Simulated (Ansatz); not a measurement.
## Ti (P6/mmm), zone-centre modes

The calculation used Ansatz, DFT r2SCAN, scalar-relativistic, plane waves, PAW. The runs took a 500 eV cutoff, a Γ-centred 16×10×6 mesh and Gaussian smearing (0.15 eV). No spin polarisation.

The starting cell (relaxed at this level; this form isn't the usual structure):

```
CELL_PARAMETERS angstrom
0.00000 0.00000 2.82456
4.56802 0.00000 0.00000
0.00000 7.91205 0.00000
ATOMIC_POSITIONS crystal
Ti 0.00000 0.50000 0.50000
Ti 0.00000 0.00000 0.00000
Ti 0.50000 0.00000 0.33333
Ti 0.50000 0.50000 0.83333
Ti 0.50000 0.50000 0.16667
Ti 0.50000 0.00000 0.66667
```

Harmonic modes by finite displacements of 0.02 Å, without the LO–TO term. The cell doubles the primitive one, so its zone centre also holds the primitive cell's point q = (0, 1/2, 0).

Problem. At this geometry, is the structure stable against these modes?

Solution. Yes: no mode is imaginary beyond 10 cm⁻¹, and only the three translations lie near zero.

Problem. List the wavenumbers in cm⁻¹.

Solution. 0, 0, 0, 107, 139, 141, 144, 153, 156, 156, 178, 189, 189, 199, 211, 219, 230, 235.

Cost: 1 run of about 15 core-minutes, on Oxide Virtual Turin-like Processor (Zen 5) (shared hosts).